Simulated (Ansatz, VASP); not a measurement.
**One calculation of SiC, two programs**

Contents of INCAR:

```
PREC = Accurate ; ENCUT = 520
EDIFF = 1E-6 ; ISMEAR = 0
SIGMA = 0.1 ; LREAL = False
LASPH = True ; NELM = 150
ALGO = Normal ; ISIF = 2
LWAVE = False ; LCHARG = False
ISPIN = 2 ; MAGMOM = 0 1
LORBIT = 11 ; GGA = PE
NBANDS = 15
```

File KPOINTS:

```
Automatic mesh
0
Gamma
  6 6 4
```

File POSCAR:

```
SiC
1.0
    2.5044060063      0.0000000000      0.0000000000
   -1.2522030032      2.1688792229      0.0000000000
    0.0000000000      0.0000000000      3.8516617995
Si C
1 1
Direct
    0.0000000000      0.0000000000      0.0000000000
    0.0000000000      0.0000000000      0.5000000000
```

Input for Ansatz:

```yaml
crystal:
  lattice:
    - [2.5044060063, 0.0, 0.0]
    - [-1.2522030032, 2.1688792229, 0.0]
    - [0.0, 0.0, 3.8516617995]
  atoms:
    - { symbol: Si, position: [0.0, 0.0, 0.0] }
    - { symbol: C, position: [0.0, 0.0, 0.5], spin: 1.0 }
basis:
  ecutwfc: 420
kpoints:
  mp_grid: { grid: [6, 6, 4] }
hamiltonian:
  xc: pbe
scf:
  occupations: { method: gaussian, width: 0.1 }
  lower_state_search: "off"
output:
  forces: true
  stress: true
  eigenvalues: true
  populations: true
magnetization:
  spin_polarized: true
```

Alike in both runs: task single point; functional PBE; k mesh 6 × 6 × 4; occupations gaussian, width 0.1 eV; collinear spin.

|  | VASP | Ansatz |
| --- | --- | --- |
| version | VASP 6.6.1 | Ansatz 0.2.0 |
| potentials or method | VASP PAW PBE potentials, release 64 (Si, C) | scalar-relativistic, plane waves, PAW |
| plane-wave cutoff (eV) | 520 | 420 |
| valence electrons in the cell | 8 | 8 |

|  | VASP | Ansatz | Ansatz less VASP |
| --- | --- | --- | --- |
| gap on the k mesh at the Fermi level (eV) | none | none | - |
| pressure (GPa) | 0.1 | 0.1 | +0.05 |
| largest component of the traceless stress (GPa) | 0.14 | 0.01 | -0.134 |
| net moment per atom (μB) | 0.00 | 0.00 | 0.000 |

A gap of «none» marks a metal or a gap that the smearing closes. The functional is the same, so the differences come from potentials, cutoffs and numerics. Ansatz warned: «seeded_moment_not_kept».

Caveats: the k mesh is coarse (spacing up to 0.48 Å⁻¹), so the values aren't converged.
